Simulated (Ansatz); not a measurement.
# MgTe (wurtzite): how the settings move a single-point run

Question: which choices in the input matter for MgTe (wurtzite)?

Program: Ansatz 0.2.0. Level of theory: reference: DFT PBE, scalar-relativistic, plane waves, PAW. These are calculated values, not measurements.

## Step 1: The system as given

Symmetry: P6_3mc, No. 186, hexagonal system. The conventional cell has a = 4.532 Å, b = 4.532 Å, c = 7.422 Å, α = 90.00°, β = 90.00°, γ = 120.00°. Mg (site symmetry 3m) is surrounded by 4 Te at 2.78 Å. Around Te (site symmetry 3m) lie 4 Mg at 2.78 Å.

Coordinates:

```cif
data_structure
_symmetry_space_group_name_H-M 'P 1'
_symmetry_Int_Tables_number 1
_cell_length_a 4.5317
_cell_length_b 4.5317
_cell_length_c 7.4220
_cell_angle_alpha 90.000
_cell_angle_beta 90.000
_cell_angle_gamma 120.000
_cell_volume 132.00
loop_
_atom_site_label
_atom_site_type_symbol
_atom_site_fract_x
_atom_site_fract_y
_atom_site_fract_z
_atom_site_occupancy
Mg1 Mg 0.66667 0.33333 0.00000 1
Mg2 Mg 0.33333 0.66667 0.50000 1
Te1 Te 0.66667 0.33333 0.62520 1
Te2 Te 0.33333 0.66667 0.12520 1
```

## Step 2: Reference

Input file input.yaml:

```yaml
crystal:
  lattice:
    - [4.5317478163, 0.0, 0.0]
    - [-2.2658739082, 3.9246087325, 0.0]
    - [0.0, 0.0, 7.4219566154]
  atoms:
    - { symbol: Mg, position: [0.6666666667, 0.3333333333, 0.0] }
    - { symbol: Mg, position: [0.3333333333, 0.6666666667, 0.5] }
    - { symbol: Te, position: [0.6666666667, 0.3333333333, 0.6252] }
    - { symbol: Te, position: [0.3333333333, 0.6666666667, 0.1252] }
basis:
  ecutwfc: 420
  ecutrho_ratio: 4
kpoints:
  mp_grid: { grid: [6, 6, 4] }
hamiltonian:
  xc: pbe
scf:
  occupations: { method: gaussian, width: 0.05 }
output:
  forces: true
  stress: true
  eigenvalues: true
```

Launch:

```console
$ ansatz run input.yaml --threads 4 --pin off --max-ram 8192MiB --backend cpu --events-out ev --progress --plain --runs-dir out
```

## Step 3: Changed: mp_grid.grid [5, 5, 3]

Input file input.yaml:

```yaml
crystal:
  lattice:
    - [4.531747816323, 2.886743173775e-11, 0.0]
    - [-2.265873908186, 3.924608732466, 0.0]
    - [0.0, 0.0, 7.4219566154]
  atoms:
    - { symbol: Mg, position: [0.6666666666667, 0.3333333333333, 0.0] }
    - { symbol: Mg, position: [0.3333333333333, 0.6666666666667, 0.5] }
    - { symbol: Te, position: [0.6666666666667, 0.3333333333333, 0.6252] }
    - { symbol: Te, position: [0.3333333333333, 0.6666666666667, 0.1252] }
basis:
  ecutwfc: 420
  ecutrho_ratio: 4
kpoints:
  mp_grid: { grid: [5, 5, 3] }
hamiltonian:
  xc: pbe
scf:
  occupations: { method: gaussian, width: 0.05 }
output:
  forces: true
  stress: true
  write_density: true
  write_potential: true
  elf: true
  volumetric_format: npy
```

## Step 4: Changing settings: ecutwfc 600 eV, lower_state_search standard

Input file input.yaml:

```yaml
crystal:
  lattice:
    - [4.531747816323, 2.886743173775e-11, 0.0]
    - [-2.265873908186, 3.924608732466, 0.0]
    - [0.0, 0.0, 7.4219566154]
  atoms:
    - { symbol: Mg, position: [0.6666666666667, 0.3333333333333, 0.0] }
    - { symbol: Mg, position: [0.3333333333333, 0.6666666666667, 0.5] }
    - { symbol: Te, position: [0.6666666666667, 0.3333333333333, 0.6252] }
    - { symbol: Te, position: [0.3333333333333, 0.6666666666667, 0.1252] }
basis:
  ecutwfc: "600 eV"
  ecutrho_ratio: 4
kpoints:
  mp_grid: { grid: [6, 6, 4] }
hamiltonian:
  xc: pbe
scf:
  occupations: { method: gaussian, width: 0.05 }
  lower_state_search: standard
output:
  forces: true
  stress: true
```

## Step 5: Changing settings: chi_scale 0.3, scf.algorithm density_mixing, mixing.algorithm msr1, mixing.beta 0.7

Input file input.yaml:

```yaml
crystal:
  lattice:
    - [4.531747816323, 2.886743173775e-11, 0.0]
    - [-2.265873908186, 3.924608732466, 0.0]
    - [0.0, 0.0, 7.4219566154]
  atoms:
    - { symbol: Mg, position: [0.6666666666667, 0.3333333333333, 0.0] }
    - { symbol: Mg, position: [0.3333333333333, 0.6666666666667, 0.5] }
    - { symbol: Te, position: [0.6666666666667, 0.3333333333333, 0.6252] }
    - { symbol: Te, position: [0.3333333333333, 0.6666666666667, 0.1252] }
basis:
  ecutwfc: 420
  ecutrho_ratio: 4
kpoints:
  mp_grid: { grid: [6, 6, 4] }
hamiltonian:
  xc: pbe
scf:
  occupations: { method: gaussian, width: 0.05 }
  initial_density: { chi_scale: 0.3 }
  algorithm: density_mixing
  mixing: { algorithm: msr1, beta: 0.7 }
output:
  forces: true
  stress: true
  write_density: true
  write_potential: true
  elf: true
  volumetric_format: npy
```

**Question.** What will these runs give? Wanted: for each run, ending; energy change; pressure; gap; force.

The runs gave:

```csv
run,ending,energy change,pressure (GPa),gap (eV),force (eV/Å),cycles,time
reference,converged,0,1.6,2.56,0.01,6,1.8 s
"1: mp_grid.grid [5, 5, 3]",converged,+1.6 meV/atom,1.7,2.56,0.01,6,1.4 s
"2: ecutwfc 600 eV, lower_state_search standard",converged,-0.5 meV/atom,1.6,2.56,0.01,6,2 s
"3: chi_scale 0.3, scf.algorithm density_mixing, mixing.algorithm msr1, mixing.beta 0.7",converged,0.0 meV/atom,1.6,2.56,0.01,9,2.9 s
```

Times don't compare one to one where runs were asked for different outputs or read a saved state (see the inputs); cycles may leave out searches for a lower state.

Residual by cycle in the longest SCF loop of each run; runs are numbered as in the table. The quantity is the density residual dr2, in eV.

```csv
cycle,reference,run 1,run 2,run 3
1,0.00161,0.00138,0.0016,9.89
2,7.2e-4,5.8e-4,7.5e-4,0.516
3,7.5e-5,6.0e-5,6.1e-5,0.0715
4,1.6e-5,1.2e-5,1.6e-5,0.00523
5,7.3e-7,6.5e-7,6.8e-7,3.0e-4
6,8.7e-8,2.5e-8,6.2e-8,4.2e-5
7,-,-,-,2.8e-6
8,-,-,-,1.2e-7
9,-,-,-,5.3e-9
```

What this shows: Of the converged runs whose energies compare with the reference's, «mp_grid.grid [5, 5, 3]» moves the energy most (+1.6 meV/atom) and «chi_scale 0.3, scf.algorithm density_mixing, mixing.algorithm msr1, mixing.beta 0.7» least (0.0 meV/atom). The gap of the reference lacks spin-orbit coupling, though the cell holds Te.

The gaps are Kohn-Sham values of a semilocal functional, not quasiparticle or optical gaps. Such gaps usually fall short of the measured ones; spin-orbit coupling, left out here, narrows gaps with Te, so the two errors partly cancel.
